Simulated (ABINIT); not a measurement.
Crystal: As.

```
CELL_PARAMETERS angstrom
1.88080 1.08588 3.51406
-1.88080 1.08588 3.51406
0.00000 -2.17176 3.51406
ATOMIC_POSITIONS crystal
As 0.22600 0.22600 0.22600
As 0.77400 0.77400 0.77400
```

* Program: ABINIT 10.8.3 (patched build)
* Task: relaxation of cell and atoms
* Functional: PBE
* Dispersion: D4
* Potentials or basis: JTH PAW PBE v2.0
* Cutoff: 408 eV
* k mesh: 7 × 7 × 7
* Occupations: fermi-dirac, width 0.05 eV
* Spin: no spin polarisation

At the start: pressure 0.5 GPa; volume 21.53 Å³/atom.

Question: How do energy, volume and symmetry change on relaxing?

Answer: Over 11 steps the energy falls by 11.2 meV/atom and the volume is 20.89 Å³/atom (-3.0 %); space group R-3m (No. 166, to 0.05 Å).

Step by step:
| step | energy change (eV) | largest force (eV/Å) | pressure (GPa) | volume (Å³) |
| --- | --- | --- | --- | --- |
| 1 | 0.0000 | 0.4070 | 0.52 | 43.06 |
| 2 | -0.0045 | 0.2921 | 0.10 | 43.13 |
| 3 | -0.0101 | 0.0226 | -0.80 | 43.18 |
| 4 | -0.0112 | 0.0225 | -0.85 | 43.09 |
| 5 | -0.0159 | 0.1460 | -0.62 | 42.43 |
| 6 | -0.0187 | 0.1634 | -0.05 | 41.80 |
| 7 | -0.0204 | 0.1041 | 0.34 | 41.57 |
| 8 | -0.0214 | 0.0036 | 0.57 | 41.54 |
| 9 | -0.0219 | 0.0248 | 0.49 | 41.61 |
| 10 | -0.0223 | 0.0285 | 0.19 | 41.74 |
| 11 | -0.0224 | 0.0104 | 0.04 | 41.79 |

Final structure:
```xyz
2
Lattice="1.8962 1.0948 3.3550 -1.8962 1.0948 3.3550 0.0000 -2.1896 3.3550" Properties=species:S:1:pos:R:3 pbc="T T T"
As    0.0000    0.0000    2.3159
As    0.0000    0.0000    7.7492
```

Caveat: the log and the count of SCF iterations are those of the last ABINIT call alone.
